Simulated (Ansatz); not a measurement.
NaBr:
```
NaBr
1.0
    0.00000     2.97373     2.97373
    2.97373     0.00000     2.97373
    2.97373     2.97373     0.00000
Na Br
1 1
Cartesian
  0.00000   0.00000   0.00000
  2.97373   2.97373   2.97373
```

Tensor components refer to the Cartesian frame of this cell.

Problem. Give the high-frequency dielectric tensor and the Born effective charge tensors of the independent atoms from DFPT, the program Ansatz at the r²SCAN level (PAW).

Solution. 
ε∞:
```
2.72  0.00  0.00
0.00  2.72  0.00
0.00  0.00  2.72
```
Z* of atom 1 (Na), rows: field, columns: displacement, in e:
```
1.11  0.00  0.00
0.00  1.11  0.00
0.00  0.00  1.11
```
Z* of atom 2 (Br), rows: field, columns: displacement, in e:
```
-1.11   0.00   0.00
 0.00  -1.11   0.00
 0.00   0.00  -1.11
```

Static charges for comparison (Bader): Na1 +0.88, Br2 -0.88 e. Born charges measure polarisation by displacement and can exceed these by far.

Space group Fm-3m (rock salt). The cell was relaxed with r²SCAN under the symmetry of its start. Spin–orbit coupling is left out wherever it is not named.

Potentials: the later of the program's two PAW sets.
